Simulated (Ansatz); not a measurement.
## Te: strain and displacement

```
CELL_PARAMETERS angstrom
0.00000 2.41708 2.41708
2.41708 0.00000 2.41708
2.41708 2.41708 0.00000
ATOMIC_POSITIONS crystal
Te 0.00000 0.00000 0.00000
```

The conventional cell has a = 4.834 Å, b = 4.834 Å, c = 4.834 Å, α = 90.00°, β = 90.00°, γ = 90.00°. Te (atom 1) has 12 Te at 3.42 Å as nearest neighbours.

The structure comes from a relaxation in the same program, started in the fcc type, and has space group Fm-3m. Whether it is a known phase or the ground state wasn't checked.

No spin–orbit coupling, which matters for the heavy atoms here.

Method: DFT, PBE, all-electron LAPW, scalar-relativistic in Ansatz 0.2.0.

The runs use a Γ-centred 14×14×14 k mesh, Fermi–Dirac smearing of 0.05 eV, basis error target 0.25 meV/atom, no spin polarisation.

The unchanged cell is at 0.00 GPa.

In a metal, stresses and small energies carry noise from the k mesh.

x, y and z are the Cartesian axes of the cell as listed; fractional coordinates follow a strain, and an engineering shear is twice the off-diagonal strain component.

**Question.** With this change (z strained by +1.5 % at fixed volume), what becomes of the energy and stress?

**Answer.** Energy change under 1 meV/atom; stress change (xx, yy, zz, yz, xz, xy) -0.16, -0.16, 0.34, 0.00, 0.00, 0.00 GPa, compression positive.

With z strained by -4 % at fixed volume: energy change -5 meV/atom; stress change (xx, yy, zz, yz, xz, xy) 0.54, 0.54, -0.80, 0.00, 0.00, 0.00 GPa, compression positive.
